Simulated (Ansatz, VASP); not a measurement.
## In in VASP and in Ansatz

```
In
1.0
     2.97149    0.00000    0.00000
     0.00000    2.97149    0.00000
     0.00000    0.00000    2.97149
In
1
Cartesian
  0.0000 0.0000 0.0000
```

Alike in both runs: functional LDA; k mesh 10 × 10 × 10; occupations fermi-dirac, width 0.1 eV; no spin polarisation.

Ansatz relaxed the structure, and its values are those at the end. VASP's run is a single point on that final structure, the one shown.

|  | VASP | Ansatz |
| --- | --- | --- |
| version | VASP 6.6.1 | Ansatz 0.2.0 |
| potentials or method | VASP PAW LDA potentials, release 64 (In_d) | plane waves (420 eV) with PAW, scalar-relativistic |
| plane-wave cutoff (eV) | 520 | 420 |
| valence electrons in the cell | 13 | 13 |

```tsv
	VASP	Ansatz	Ansatz less VASP
pressure (GPa)	0.0	0.0	-0.04
```

Ansatz warned: «pseudo_functional_mismatch».
